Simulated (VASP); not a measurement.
Write the native input for VASP 6.6.1 that does the following.

- Task: work function
- Functional: RPBE
- Potentials or basis: VASP PAW PBE potentials, release 64 (Au)
- Cutoff: 520 eV
- k mesh: 10 × 10 × 1
- Occupations: fermi-dirac, width 0.05 eV
- Spin: no spin polarisation
- Dipole correction: yes
- Further INCAR settings: ALGO = Normal; EDIFF = 1e-06

The structure of Au lies in POSCAR:

```
Au
1.0
    2.6622700000      0.0000000000      0.0000000000
    0.0000000000      2.6617000000      0.0000000000
    0.0000000000      0.0000000000     23.8000000000
Au
1
Direct
    0.0000000000      0.5000000000      0.2941200000
```

The cell was built by a generator and needn't be a form met in nature.

The input as run:

INCAR

```
SYSTEM = Au
PREC = Accurate ; ENCUT = 520
EDIFF = 1E-6 ; ISMEAR = -1
SIGMA = 0.05 ; LREAL = .FALSE.
LASPH = .TRUE. ; NELM = 60
ALGO = Normal ; ISIF = 2
LWAVE = .FALSE. ; LCHARG = .TRUE.
LDIPOL = .TRUE. ; IDIPOL = 3
DIPOL = 0.5 0.5 0.294 ; GGA = RP
LELF = .TRUE. ; LVHAR = .TRUE.
LVACPOTAV = .TRUE.
```

KPOINTS

```
regular mesh
0
G
  10 10 1
  0 0 0
```

Potentials or basis: VASP PAW PBE potentials, release 64 (Au).

Command:

```sh
$ cat potpaw_PBE.64/Au/POTCAR > POTCAR
$ mpirun -np 1 vasp_std > vasp.out
```

Results of the run:

```
Band gap on the k mesh          : none (metal or under the smearing width)
Work function of the upper face : 5.57 eV
Work function of the lower face : 5.57 eV
```

Run time: 29 s on 1 thread of Intel(R) Xeon(R) 6975P-C (Granite Rapids), on a shared host, peak memory 0.26 GiB.
